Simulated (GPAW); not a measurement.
# AlN (F-43m) in GPAW: settings compared

Aim: see how the results for AlN move with the level of theory and the settings. Levels: PBE, vdW-DF-cx. Tasks: equation of state, band structure.

All numbers are computed with GPAW 26.7.0; they aren't measurements. Logs are shortened: lines on timing, memory, paths and dates and some standing lists are left out, and cuts for length are marked. The log counts tension as positive stress, the text compression.

### 1 The crystal as given

It takes space group F-43m (No. 216, cubic). Conventional cell: a = 4.368 Å, b = 4.368 Å, c = 4.368 Å, α = 90.00°, β = 90.00°, γ = 90.00°. Al (site symmetry -43m) has 4 N at 1.89 Å as nearest neighbours. Around N (site symmetry -43m) lie 4 Al at 1.89 Å.

Measurements of this composition are mostly on another form, of space group No. 186.

### 2 Equation of state, PBE

Contents of run.py:

```python
from ase.eos import EquationOfState
from ase.io import Trajectory, read
from ase.units import GPa
from gpaw import GPAW, PW, setup_paths

setup_paths.insert(0, '.')

atoms = read('AlN.cif')

traj = Trajectory('eos.traj', 'w')
volumes, energies = [], []
for x in [0.94, 0.96, 0.98, 1.0, 1.02, 1.04, 1.06]:
    a = atoms.copy()
    a.set_cell(atoms.cell * x**(1 / 3), scale_atoms=True)
    calc = GPAW(mode=PW(1100),
                xc='PBE',
                kpts={'size': (10, 10, 10), 'gamma': True},
                occupations={'name': 'fermi-dirac', 'width': 0.05},
                setups='sg15',
                nbands=-7,
                convergence={'density': 1e-05, 'energy': 1e-05},
                maxiter=150,
                txt=f'eos-{x:.2f}.txt')
    a.calc = calc
    energies.append(a.get_potential_energy(force_consistent=True))
    volumes.append(a.get_volume())
    p = -a.get_stress()[:3].mean() / GPa
    calc.write(f'eos-{x:.2f}.gpw')
    traj.write(a)
    print(f'{x:.2f} {volumes[-1]:10.4f} A^3 {energies[-1]:14.6f} eV {p:9.3f} GPa', flush=True)

v0, e0, B = EquationOfState(volumes, energies, eos='birchmurnaghan').fit()
print(f'V0 = {v0:.4f} A^3, E0 = {e0:.6f} eV, B0 = {B / GPa:.2f} GPa')
```

Contents of AlN.cif:

```cif
data_AlN
_cell_length_a 3.08863331
_cell_length_b 3.08863331
_cell_length_c 3.08863331
_cell_angle_alpha 60.00000000
_cell_angle_beta 60.00000000
_cell_angle_gamma 60.00000000
_space_group_name_H-M_alt 'P1'
_space_group_name_Hall 'P 1'
_space_group_IT_number 1
loop_
_space_group_symop_operation_xyz
'x,y,z'
loop_
_atom_site_label
_atom_site_type_symbol
_atom_site_symmetry_multiplicity
_atom_site_Wyckoff_symbol
_atom_site_fract_x
_atom_site_fract_y
_atom_site_fract_z
_atom_site_occupancy
Al1 Al 1 a 0.0000000000 0.0000000000 0.0000000000 1
N1 N 1 a 0.2500000000 0.2500000000 0.2500000000 1
```

Potentials or basis: SG15 ONCV 1.2, pw.

On the command line:

```bash
OMP_NUM_THREADS=1 python run.py
```

The program printed:

```text
__  _  _
 | _ |_)|_||  |
 |__||  | ||/\| - 26.7.0

Input parameters:
  mode=PW(ecut=1100.0),
  convergence={'density': 1e-05, 'energy': 1e-05},
  kpts=MonkhorstPack(size=(10, 10, 10), gamma=True),
  maxiter=150,
  nbands=-7,
  occupations=Occupations(name='fermi-dirac', width=0.05),
  setups={'default': 'sg15'},
  xc=XC(name='PBE')

Diagonalizing LCAO Hamiltonian
Converting LCAO to pw mode

            N
       Al

Atoms  # Å, Bohr magnetons
|   | symbol |        x |        y |        z |    initial magnetic moments |
|---|--------|----------|----------|----------|-----------------------------|
| 0 |     Al | 0.000000 | 0.000000 | 0.000000 | ( 0.0000,  0.0000,  0.0000) |
| 1 |      N | 1.523445 | 0.879561 | 0.621944 | ( 0.0000,  0.0000,  0.0000) |

Unit cell  # Å
| periodic |        x |        y |        z |  lengths |    angles |
|----------|----------|----------|----------|----------|-----------|
|      yes | 3.046890 | 0.000000 | 0.000000 | 3.046890 | 60.000000 |
|      yes | 1.523445 | 2.638684 | 0.000000 | 3.046890 | 60.000000 |
|      yes | 1.523445 | 0.879561 | 2.487775 | 3.046890 | 60.000000 |

Number of symmetries: 24
Symmetry operations  # r_c * U_cc + t_c -> r_c
|    | kind |            matrix            |
|----|------|------------------------------|
|  0 |  E   |  1, 0, 0,  0, 1, 0,  0, 0, 1 |
|  1 |  σ   |  1, 0, 0,  0, 0, 1,  0, 1, 0 |
|  2 |  σ   |  1, 0,-1,  0, 1,-1,  0, 0,-1 |
|  3 |  C3  |  1, 0,-1,  0, 0,-1,  0, 1,-1 |
|  4 |  C3  |  1,-1, 0,  0,-1, 1,  0,-1, 0 |
|  5 |  σ   |  1,-1, 0,  0,-1, 0,  0,-1, 1 |
|  6 |  σ   |  0, 1, 0,  1, 0, 0,  0, 0, 1 |
|  7 |  C3  |  0, 1, 0,  0, 0, 1,  1, 0, 0 |
|  8 |  C2  |  0, 1,-1,  1, 0,-1,  0, 0,-1 |
|  9 |  S4  |  0, 1,-1,  0, 0,-1,  1, 0,-1 |
| 10 |  C3  |  0, 0, 1,  1, 0, 0,  0, 1, 0 |
| 11 |  σ   |  0, 0, 1,  0, 1, 0,  1, 0, 0 |
| 12 |  S4  |  0, 0,-1,  1, 0,-1,  0, 1,-1 |
| 13 |  C3  |  0, 0,-1,  0, 1,-1,  1, 0,-1 |
| 14 |  S4  |  0,-1, 1,  1,-1, 0,  0,-1, 0 |
| 15 |  C2  |  0,-1, 1,  0,-1, 0,  1,-1, 0 |
| 16 |  C3  |  0,-1, 0,  1,-1, 0,  0,-1, 1 |
| 17 |  S4  |  0,-1, 0,  0,-1, 1,  1,-1, 0 |
| 18 |  S4  | -1, 1, 0, -1, 0, 1, -1, 0, 0 |
| 19 |  C3  | -1, 1, 0, -1, 0, 0, -1, 0, 1 |
| 20 |  C3  | -1, 0, 1, -1, 1, 0, -1, 0, 0 |
| 21 |  S4  | -1, 0, 1, -1, 0, 0, -1, 1, 0 |
| 22 |  σ   | -1, 0, 0, -1, 1, 0, -1, 0, 1 |
| 23 |  C2  | -1, 0, 0, -1, 0, 1, -1, 1, 0 |

BZ-sampling:
  Number of BZ points: 1000
  Number of IBZ points: 47

  Monkhorst-Pack size: [10, 10, 10]
  Monkhorst-Pack shift: [0.05, 0.05, 0.05]

K-points  # in reciprocal-cell coordinates
|     |                                coordinates |     weight |
|-----|--------------------------------------------|------------|
|   0 | (  0.00000000,   0.00000000,   0.00000000) | 0.00100000 |
|   1 | (  0.10000000,   0.10000000,   0.00000000) | 0.00600000 |
|   2 | (  0.10000000,   0.10000000,   0.10000000) | 0.00800000 |
|   3 | (  0.20000000,   0.10000000,   0.10000000) | 0.01200000 |
|   4 | (  0.20000000,   0.20000000,   0.00000000) | 0.00600000 |
|   5 | (  0.20000000,   0.20000000,   0.10000000) | 0.02400000 |
|   6 | (  0.20000000,   0.20000000,   0.20000000) | 0.00800000 |
|   7 | (  0.30000000,   0.20000000,   0.10000000) | 0.02400000 |
|   8 | (  0.30000000,   0.20000000,   0.20000000) | 0.02400000 |
|   9 | (  0.30000000,   0.30000000,   0.00000000) | 0.00600000 |
| ... |                                            |            |
|  46 | (  0.50000000,   0.50000000,   0.50000000) | 0.00400000 |

Plane wave coefficients: 1676
Cutoff: 1100.0 eV

Spin-components: 1 (collinear spins)
Bands:           15
Projectors:      8
Spin-degeneracy: 2
Datatype:        complex128

Parallelization:
  kpt:    1
  domain: 1
  band:   1

Density:
  Valence electrons: 16.0
  Components: 1
  Grid points: [24 24 24]
  Charge: 0.0  # |e|

Potential:
  Grid points: [24 24 24]

species:
  Norm-conserving UPF setup:
    Element:   Al
    Z:         13
    Valence: 11.0
  Projectors:
    l=0 rcut=2.45
    l=0 rcut=2.45
    l=1 rcut=2.45
    l=1 rcut=2.45
  No states stored on this setup
  Local potential cutoff: 2.5
  Comp charge cutoff:     2.5
  File: ./Al_ONCV_PBE-1.2.upf

    LCAO basis set for Al:
      Name: atompaw.sz
      This basis set was not loaded from a file
      Number of radial functions: 4
      Number of spherical harmonics: 8
        l=0, rc=8.9500 Bohr: 2s e=-3.952 f=2.000
        l=0, rc=8.9500 Bohr: 3s e=-0.286 f=2.000
        l=1, rc=8.9500 Bohr: 2p e=-2.532 f=6.000
        l=1, rc=8.9500 Bohr: 3p e=-0.096 f=1.000
      Number of RI-basis functions 0

  Norm-conserving UPF setup:
    Element:    N
    Z:          7
    Valence:  5.0
  Projectors:
    l=0 rcut=1.63
    l=0 rcut=1.63
    l=1 rcut=1.63
    l=1 rcut=1.63
  No states stored on this setup
  Local potential cutoff: 1.44
  Comp charge cutoff:     1.44
  File: ./N_ONCV_PBE-1.2.upf

    LCAO basis set for N:
      Name: atompaw.sz
      This basis set was not loaded from a file
      Number of radial functions: 2
      Number of spherical harmonics: 4
        l=0, rc=8.9500 Bohr: 2s e=-0.683 f=2.000
        l=1, rc=8.9500 Bohr: 2p e=-0.263 f=3.000
      Number of RI-basis functions 0

Reference energy: 0.000000  # eV

eigensolver:
  PPCG
  Converge bands: occupied
  niter=2

density mixing:
  MSR1-Mixer
  Pratt-step length: 0.05
  Maximum mixing coefficient: 0.75
  Old densities: 10
  SVD Regularization: 0.005
  Good broyden scale: 1.0
  Trust region scale: 1.0
  Backstep threshold: 4.0
  History deletion threshold: 6.0
  Fourier metric: weight=20.0, sigma=0.015

occupation numbers:
  Fermi-Dirac:
    width: 0.0500  # eV

poisson solver:
  ecut: 8800.0  # eV

xc functional:
  name: PBE with 2 nearest neighbor stencil

convergence criteria:
- Maximum integral of absolute [dens]ity change: 1e-05 electrons / valence electron
- Maximum [total energy] change in last 3 cyles: 1e-05 eV / valence electron
- Maximum integral of absolute [eigenst]ate change: 4e-08 eV^2 / valence electron
maximum number of iterations: 150

SCF iterations
|iter     | |      energy | eigst |  dens |
|---------|-|-------------|-------|-------|
|iter:   1| |-2159.573293 | +0.04 |       |
|iter:   2| |-2158.884575 | -1.75 | -0.81 |
|iter:   3| |-2156.732873 | -0.63 | -0.86 |
|iter:   4| |-2156.732926 | -2.71 | -1.53 |
|iter:   5| |-2156.734158 | -3.53 | -1.83 |
|iter:   6| |-2156.734194 | -5.66 | -3.14 |
|iter:   7| |-2156.734203c| -6.67 | -3.52 |
|iter:   8| |-2156.734203c| -7.68c| -4.83 |
|iter:   9| |-2156.734203c| -8.40c| -5.30c|

Converged in 9 steps
Energy contributions relative to reference atoms: (reference = 0.000000)

Energy contributions:
  Kinetic:         575.875898
  Coulomb:       -2174.690165
  Zero:           -271.653487
  External:          0.000000
  Xc:             -286.266449
  Entropy:          -0.000000
  Spinorbit:         0.000000
  ----------------------------
  Free energy:   -2156.734203
  Extrapolated:  -2156.734203

dipole moment: (-35.191491, -20.317817, -14.366866)  # |e|*Ang

Fermi level: 6.759
Eigenvalues  # (at kpt = [0.000, 0.000, 0.000])
| band index |      eig [eV] | occ [0-2] |
|------------|---------------|-----------|
|          0 |       -94.422 |     2.000 |
|          1 |       -55.975 |     2.000 |
|          2 |       -55.975 |     2.000 |
|          3 |       -55.975 |     2.000 |
|          4 |        -9.413 |     2.000 |
|          5 |         5.788 |     2.000 |
|          6 |         5.788 |     2.000 |
|          7 |         5.789 |     2.000 |
|          8 |        10.356 |     0.000 |
|          9 |        18.787 |     0.000 |
|         10 |        18.787 |     0.000 |
|         11 |        18.787 |     0.000 |
|         12 |        24.016 |     0.000 |
|         13 |        24.059 |     0.000 |
|         14 |        25.346 |     0.000 |

Gap: 3.360 eV
Transition (v -> c):
  (s=0, k=0, n=7, [0.00, 0.00, 0.00]) -> (s=0, k=41, n=8, [0.50, 0.50, 0.00])
Direct/indirect transitions are different
Direct gap: 4.567 eV
Transition at: (s=0, k=0, n=7, [0.00, 0.00, 0.00])

Stress tensor  # eV/Ang^3
|         x |         y |         z |
|-----------|-----------|-----------|
| -0.084360 |  0.000000 |  0.000000 |
|  0.000000 | -0.084360 |  0.000000 |
|  0.000000 |  0.000000 | -0.084360 |

# Writing to eos-0.96.gpw (mode='')
```

Wall time 92 s (1 thread of AMD EPYC 7R13 (Zen 3), shared host); peak memory 0.32 GiB.

What came out:

| Quantity | Value |
| --- | --- |
| Equilibrium volume | 10.64 Å³/atom |
| Bulk modulus | 194 GPa |
| Pressure derivative of the bulk modulus | 3.8 |

Energy against volume, from the lowest point:
| volume (Å³/atom) | energy (meV/atom) |
| --- | --- |
| 9.792 | 46.93 |
| 10.001 | 25.81 |
| 10.209 | 11.39 |
| 10.417 | 2.96 |
| 10.626 | 0.00 |
| 10.834 | 2.03 |
| 11.042 | 8.61 |

### 3 Band structure, PBE

Contents of run.py:

```python
from ase.dft.bandgap import bandgap
from ase.io import read, write
from gpaw import GPAW

atoms = read('AlN.xyz')

calc = GPAW(mode='lcao',
            h=0.16,
            basis='dzp',
            xc='PBE',
            kpts={'size': (10, 10, 10), 'gamma': True},
            occupations={'name': 'fermi-dirac', 'width': 0.05},
            convergence={'density': 1e-05, 'energy': 1e-05},
            maxiter=150,
            txt='gpaw.txt')
atoms.calc = calc
energy = atoms.get_potential_energy()
forces = atoms.get_forces()
calc.write('gs.gpw')
write('result.traj', atoms)
print(f'Energy: {energy:.6f} eV')
print('Forces (eV/A):')
print(forces.round(4))
print('Fermi level:', round(calc.get_fermi_level(), 4), 'eV')
print(f'Gap: {bandgap(calc)[0]:.4f} eV, direct: {bandgap(calc, direct=True)[0]:.4f} eV')

path = atoms.cell.bandpath('GXWKGLUWLK,UX', npoints=100, eps=1e-4)
bs_calc = calc.fixed_density(kpts=path, symmetry='off', txt='bands.txt')
bs = bs_calc.band_structure()
bs.write('bs.json')
print(f'Gap on the path: {bandgap(bs_calc)[0]:.4f} eV')
```

Contents of AlN.xyz:

```xyz
2
Lattice="0.0000000000 2.1839935596 2.1839935596 2.1839935596 0.0000000000 2.1839935596 2.1839935596 2.1839935596 0.0000000000" Properties=species:S:1:pos:R:3 pbc="T T T"
Al     0.0000000000      0.0000000000      0.0000000000
N      1.0919967798      1.0919967798      1.0919967798
```

Potentials or basis: GPAW PAW data sets (gpaw-data 1.2.1), lcao:dzp.

On the command line:

```bash
OMP_NUM_THREADS=1 python run.py
```

Wall time 4.8 min (1 thread of AMD EPYC 7R13 (Zen 3), shared host); peak memory 0.19 GiB.

It converged, with:

| Quantity | Value |
| --- | --- |
| Free energy | -14.1498 eV |
| Band gap on the k mesh | 3.25 eV, indirect (least direct gap 4.22 eV) |
| Band gap along the path | 3.25 eV, indirect (least direct gap 4.22 eV) |

Levels at the corners of the path, in eV from the valence-band top:
```tsv
point	band 1	band 2	band 3	band 4	band 5	band 6
Γ	-15.12	-0.01	-0.01	0.00	4.22	12.50
X	-12.40	-5.02	-1.87	-1.87	3.25	8.82
W	-12.35	-3.88	-3.54	-2.81	6.02	11.92
K	-12.43	-4.35	-3.75	-1.46	5.13	10.28
Γ	-15.12	-0.01	-0.01	0.00	4.22	12.50
L	-13.07	-5.98	-0.53	-0.53	7.33	10.07
U	-12.43	-4.35	-3.75	-1.46	5.13	10.28
W	-12.35	-3.88	-3.54	-2.81	6.02	11.92
L	-13.07	-5.98	-0.53	-0.53	7.33	10.07
K	-12.43	-4.35	-3.75	-1.46	5.13	10.28
U	-12.43	-4.35	-3.75	-1.46	5.13	10.28
X	-12.40	-5.02	-1.87	-1.87	3.25	8.82
```

Caveat: the real-space grid adds noise to forces; the basis of atomic orbitals isn't converged, which shifts pressures, moduli and gaps. A hybrid or GW would open this gap; PBE tends to underestimate it.

(Continued in part 2 of 2.)
